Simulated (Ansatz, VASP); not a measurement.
## SnO: VASP beside Ansatz

File INCAR:

```
ALGO = Normal
EDIFF = 1E-7
ENCUT = 520
GGA = PE
ISIF = 2
ISMEAR = 0
LASPH = True
LCHARG = True
LELF = True
LREAL = False
LVHAR = True
LWAVE = False
NBANDS = 28
NELM = 80
PREC = Accurate
SIGMA = 0.014
```

File KPOINTS:

```
k-points
0
Gamma
  7 7 6
```

Contents of POSCAR:

```
SnO
1.0
    3.8136952200      0.0000000000      0.0000000000
    0.0000000000      3.8136952200      0.0000000000
    0.0000000000      0.0000000000      4.8869133000
Sn O
2 2
Direct
    0.5000000000      0.0000000000      0.7646261400
    0.0000000000      0.5000000000      0.2353738600
    0.0000000000      0.0000000000      0.0000000000
    0.5000000000      0.5000000000      0.0000000000
```

Contents of input.yaml:

```yaml
crystal:
  lattice:
    - [3.81369522, 0.0, 0.0]
    - [0.0, 3.81369522, 0.0]
    - [0.0, 0.0, 4.8869133]
  atoms:
    - { symbol: Sn, position: [0.5, 0.0, 0.76462614] }
    - { symbol: Sn, position: [0.0, 0.5, 0.23537386] }
    - { symbol: O, position: [0.0, 0.0, 0.0] }
    - { symbol: O, position: [0.5, 0.5, 0.0] }
hamiltonian:
  xc: pbe
  pseudopotentials: { kind: paw }
kpoints:
  mp_grid: { grid: [7, 7, 6] }
scf:
  occupations: { method: gaussian, width: 0.014 }
output:
  forces: true
  stress: true
  eigenvalues: true
```

The cell is a database's computed one.

Alike in both runs: task single point; functional PBE; k mesh 7 × 7 × 6; occupations gaussian, width 0.014 eV; no spin polarisation.

|  | VASP | Ansatz |
| --- | --- | --- |
| version | VASP 6.6.1 | Ansatz 0.2.0 |
| potentials or method | VASP PAW PBE potentials, release 64 (Sn_d, O) | Ansatz PAW |
| plane-wave cutoff (eV) | 520 | 420 |
| valence electrons in the cell | 40 | 40 |

Ansatz gave:

- gap on the k mesh at the Fermi level (eV): 0.37
- least direct gap on the mesh (eV): 2.07
- pressure (GPa): 3.6
- largest component of the traceless stress (GPa): 0.63
- rms of the force components (eV/Å): 0.151

Q: Estimate VASP's values.

A: gap on the k mesh at the Fermi level (eV): 0.38; least direct gap on the mesh (eV): 2.05; pressure (GPa): 3.8; largest component of the traceless stress (GPa): 0.61; rms of the force components (eV/Å): 0.186.

Atom by atom the forces differ by 0.035 eV/Å (rms over components). With one functional, cell and mesh, what is left measures potentials, basis and numerics.

Caveats: spin-orbit coupling is left out, which moves the levels of the heavy elements; an odd mesh through Γ misses points on the zone boundary, where band edges often lie (VASP); odd divisions of the mesh miss points on the zone boundary, where band edges often lie, so the gap on the mesh can be too wide (Ansatz); the pressure holds a Pulay correction of +0.5 GPa for the finite cutoff (Ansatz).
